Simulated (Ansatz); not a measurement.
## CoO: changing the Hubbard U on Co d

```cif
data_structure
_symmetry_space_group_name_H-M 'R-3m:H'
_symmetry_Int_Tables_number 166
_cell_length_a 3.0109
_cell_length_b 3.0109
_cell_length_c 7.3198
_cell_angle_alpha 90.000
_cell_angle_beta 90.000
_cell_angle_gamma 120.000
_cell_volume 57.47
loop_
_atom_site_label
_atom_site_type_symbol
_atom_site_symmetry_multiplicity
_atom_site_Wyckoff_symbol
_atom_site_fract_x
_atom_site_fract_y
_atom_site_fract_z
_atom_site_occupancy
Co1 Co 3 a 0.00000 0.00000 0.00000 1
O1 O 3 b 0.33333 0.66667 0.16667 1
```

The cell is a database's computed one, not the measured one.

Kept alike: task projected density of states; functional r2SCAN; k mesh 11 × 11 × 11; occupations fermi-dirac, width 0.05 eV; collinear spin, ferromagnetic start. Program: Ansatz, Ansatz PAW, cutoff 500 eV. The mesh is that of the run's cell of 2 atoms. No spin-orbit coupling.

| Hubbard U on Co d, U (eV) | pressure (GPa) | largest site moment (μB) |
| --- | --- | --- |
| 0 | 0.36 | 2.60 |
| 1 | 2.12 | 2.62 |
| 2 | 3.61 | 2.63 |
| 3 | 4.97 | 2.65 |
| 4 | 6.25 | 2.66 |
| 5 | 7.49 | 2.68 |
| 6 | 8.69 | 2.69 |
| 8 | 11.00 | 2.71 |

Pressure is positive in compression, with a Pulay correction for the finite cutoff. The measured crystal is an antiferromagnetic insulator; a metallic or parallel state is the runs' own. How U acts hangs on the program's projectors. The runs hold the magnetic state that their start led to, which needn't be the lowest. Site moments count inside each atom's sphere or projector. All rows use potentials made for PBE. U is the effective U - J on orthogonalised atomic projectors. Double counting: fully localised limit (the default).

Task: What does the Hubbard U on Co d change here?

Result: The pressure rises from 0.36 to 11.00 GPa between 0 and 8 eV. U localises the shell and weakens its bonds, so the cell pushes outwards. The largest site moment rises from 2.60 to 2.71 μB between 0 and 8 eV. U favours whole occupations of the shell, which as a rule raises the local moment.
